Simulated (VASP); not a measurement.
From VASP inputs to Ansatz: NaF (strained zincblende)

INCAR

```
METAGGA = R2SCAN
ISIF = 2
NELM = 120
PREC = Accurate
LWAVE = .FALSE.
SIGMA = 0.01
NBANDS = 14
LCHARG = .FALSE.
ALGO = Normal
ENCUT = 520
LREAL = .FALSE.
NSW = 0
EDIFF = 1E-7
LASPH = .TRUE.
ISMEAR = 0
IBRION = -1
```

KPOINTS

```
KPOINTS created by Atomic Simulation Environment
0
Gamma
8 8 8
0 0 0
```

KPOINTS_OPT

```
special points
7
Reciprocal
0.0000000000 0.0000000000 0.0000000000 1
-0.5000000000 -0.5000000000 0.0000000000 1
-0.3750000000 -0.3750000000 0.2500000000 1
-0.3750000000 0.0000000000 0.3750000000 1
0.0000000000 0.0000000000 0.5000000000 1
-0.5000000000 -0.2500000000 0.2500000000 1
0.0625000000 0.0625000000 0.1145830000 1
```

POSCAR

```
Na F
 1.0000000000000000
     0.0302683881000000    2.5395077740000001    2.5395077740000001
     2.5395077740000001    0.0302683881000000    2.5395077740000001
     2.5395077740000001    2.5395077740000001    0.0302683881000000
 Na  F
   1   1
Cartesian
  0.0071472626019380  0.0071472626019380  0.0071472626019380
  1.2701737214230620  1.2701737214230620  1.2701737214230620
```

VASP ran with the recommended PBE PAW datasets (14 valence electrons in the cell).

Translate these files to an Ansatz input.



```yaml
crystal:
  lattice:
    - [0.0302683881, 2.539507774, 2.539507774]
    - [2.539507774, 0.0302683881, 2.539507774]
    - [2.539507774, 2.539507774, 0.0302683881]
  atoms:
    - { symbol: Na, position: [0.0013988776, 0.0013988776, 0.0013988776] }
    - { symbol: F, position: [0.2486011224, 0.2486011224, 0.2486011224] }
kpoints:
  mp_grid: { grid: [8, 8, 8] }
  band_path:
    path:
      - [0.0, 0.0, 0.0]
      - [-0.5, -0.5, 0.0]
      - [-0.375, -0.375, 0.25]
      - [-0.375, 0.0, 0.375]
      - [0.0, 0.0, 0.5]
      - [-0.5, -0.25, 0.25]
      - [0.0625, 0.0625, 0.114583]
    npoints: 1
hamiltonian:
  xc: r2scan
scf:
  occupations: { method: fixed }
  n_extra_bands: 4
output:
  forces: true
  stress: true
  eigenvalues: true
```

Other inputs would serve too.

|  | VASP | Ansatz |
| --- | --- | --- |
| gap between bands v and c | 6.29 eV | 6.27 eV |
| least direct gap | 6.29 eV | 6.27 eV |
| pressure | -0.1 GPa | 0.3 GPa |

The two codes use different PAW datasets and cutoffs. VASP's cell holds 14 valence electrons and Ansatz's 16. Ansatz's stress includes a Pulay correction; VASP's doesn't.
